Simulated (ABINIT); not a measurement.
SnSe2:

```xyz
3
Lattice="3.8110 0.0000 0.0000 -1.9055 3.3004 0.0000 0.0000 0.0000 6.1360" Properties=species:S:1:pos:R:3 pbc="T T T"
Sn    0.0000    0.0000    0.0000
Se    1.9055    1.1001    4.6081
Se    0.0000    2.2003    1.5279
```

```yaml
Program: ABINIT 10.8.3 (patched build)
Task: relaxation of cell and atoms
Functional: PBE
Dispersion: D3
Potentials_or_basis: JTH PAW PBE v2.0
Cutoff: 599 eV
k_mesh: 5 × 5 × 3
Occupations: fermi-dirac, width 0.05 eV
Spin: no spin polarisation
```

At the start: pressure 4.4 GPa; volume 25.73 Å³/atom.

Problem. How do energy, volume and symmetry change on relaxing?

Solution. Over 4 steps the energy falls by 23.7 meV/atom and the volume is 26.74 Å³/atom (+3.9 %); space group P-3m1 (No. 164, to 0.05 Å).

The path:
```csv
step,energy change (eV),largest force (eV/Å),pressure (GPa),volume (Å³)
1,0.0000,0.7680,4.39,77.18
2,-0.0332,0.5415,3.17,77.96
3,-0.0706,0.0074,0.36,80.03
4,-0.0710,0.0277,0.15,80.22
```

Final structure:
```yaml
crystal:
  lattice:
    - [3.85664, 0.00000, 0.00000]
    - [-1.92832, 3.33995, 0.00000]
    - [0.00000, 0.00000, 6.22765]
  atoms:
    - { symbol: Sn, position: [0.00000, 0.00000, 0.00000] }
    - { symbol: Se, position: [0.66667, 0.33333, 0.74443] }
    - { symbol: Se, position: [0.33333, 0.66667, 0.25557] }
```

Caveat: the log and the count of SCF iterations are those of the last ABINIT call alone.
